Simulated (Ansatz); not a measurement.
**TiNi in Ansatz: the effect of Hubbard term**

The system is TiNi.

```
Ni Ti
1.0
     2.73580    0.00000    0.00000
     0.00000    2.73580    0.00000
     0.00000    0.00000    3.58141
Ni Ti
1 1
Cartesian
  0.0000 0.0000 0.0000
  1.3679 1.3679 1.7907
```

The cell comes from a database or a generator and needn't be the stable form of this composition.

Alike in all runs:

- Program: Ansatz 0.2.0
- Task: density of states
- Functional: PBEsol
- Potentials or basis: all-electron LAPW, scalar-relativistic
- Cutoff: 269 eV (chosen from the basis error)
- Basis error allowed: 0.001 eV/atom
- k mesh: 10 × 10 × 8
- Occupations: fermi-dirac, width 0.05 eV
- Spin: collinear spin, ferromagnetic start
- Starting moments: [1.0, 1.0] μB

Q: One run gave: pressure 6.5 GPa; moment 1.76 μB. Which Hubbard term did it use?
A. Ni d U = 4 eV, Ti d U = 4 eV
B. Ni d U = 2 eV, Ti d U = 2 eV
C. none

A: A.

| Hubbard term | pressure (GPa) | moment (μB) |
| --- | --- | --- |
| none | -6.3 | 0.00 |
| Ni d U = 2 eV, Ti d U = 2 eV | -1.7 | 0.92 |
| Ni d U = 4 eV, Ti d U = 4 eV | 6.5 | 1.76 |

Caveats: the magnetic state may not be the lowest (some runs); U is the effective U less J, on atomic orbitals that reach past the spheres (some runs); the U is typed as a test and isn't derived for this compound (some runs); the starting moments weren't kept (some runs).
